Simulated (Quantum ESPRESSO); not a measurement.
C:

```
CELL_PARAMETERS angstrom
0.00000 1.78337 1.78337
1.78337 0.00000 1.78337
1.78337 1.78337 0.00000
ATOMIC_POSITIONS crystal
C 0.75000 0.75000 0.75000
C 0.50000 0.50000 0.50000
```

This isn't the form of C at room conditions, which is graphite.

* Program: Quantum ESPRESSO 7.5
* Task: phonon dispersion
* Functional: LDA
* Potentials or basis: PseudoDojo 0.4.1 SR LDA standard
* Cutoff: 1116 eV
* Density cutoff: 4463 eV
* k mesh: 14 × 14 × 14
* Occupations: methfessel-paxton, width 0.272 eV
* Spin: no spin polarisation
* Form of the LDA correlation: PW92
* Mixing beta: 0.5
* Most SCF iterations: 120
* SCF threshold: 4e-10 Ry
* q mesh: 2 × 2 × 2

The cell and the atoms were relaxed first, to 5.53 Å³/atom (a = 2.501 Å, b = 2.501 Å, c = 2.501 Å, α = 60.00°, β = 60.00°, γ = 60.00°), and the response was taken there.

The first run showed a gap, so the response started from a second, tighter run with fixed occupations.

Is this structure dynamically stable at this level, and how far does the spectrum reach?

Yes, as far as this q mesh shows: no mode on the path is imaginary. The highest frequency is 1350 cm⁻¹.

Phonon frequencies at the corners of the path (cm⁻¹, interpolated; i marks imaginary ones):
```csv
point,frequencies
Γ,0 0 0 1322 1322 1322
X,788 788 1100 1100 1218 1218
W,864 864 1098 1098 1175 1175
K,725 950 1059 1121 1140 1236
L,550 550 1078 1231 1231 1263
U,725 950 1059 1121 1140 1236
```

Harmonic thermodynamics per atom at this volume (zero-point energy 183.2 meV, Debye temperature from the second moment 1909 K):
```
 T (K)  free energy (meV)  entropy (k_B)  heat capacity Cv (k_B)
    50              183.2           0.00                    0.00
   100              183.2           0.01                    0.04
   200              182.7           0.11                    0.31
298.15              181.0           0.31                    0.75
   500              170.4           0.92                    1.61
   800              134.4           1.85                    2.30
```

Phonon states per cell in windows of 100 cm⁻¹ (negative: imaginary):
| from (cm⁻¹) | total |
| --- | --- |
| 0 | 0.00 |
| 100 | 0.02 |
| 200 | 0.05 |
| 300 | 0.12 |
| 400 | 0.21 |
| 500 | 0.43 |
| 600 | 0.53 |
| 700 | 0.49 |
| 800 | 0.36 |
| 900 | 0.26 |
| 1000 | 0.51 |
| 1100 | 0.86 |
| 1200 | 1.76 |
| 1300 | 0.38 |

A q mesh this small can miss soft modes between its points.

Caveat: this smearing can shift energies of a crystal with a gap; on a mesh that holds Γ this program's dielectric tensor can be off by some percent beyond the error of the mesh; the q mesh is small, so phonon branches between its points and thermal values are rough.
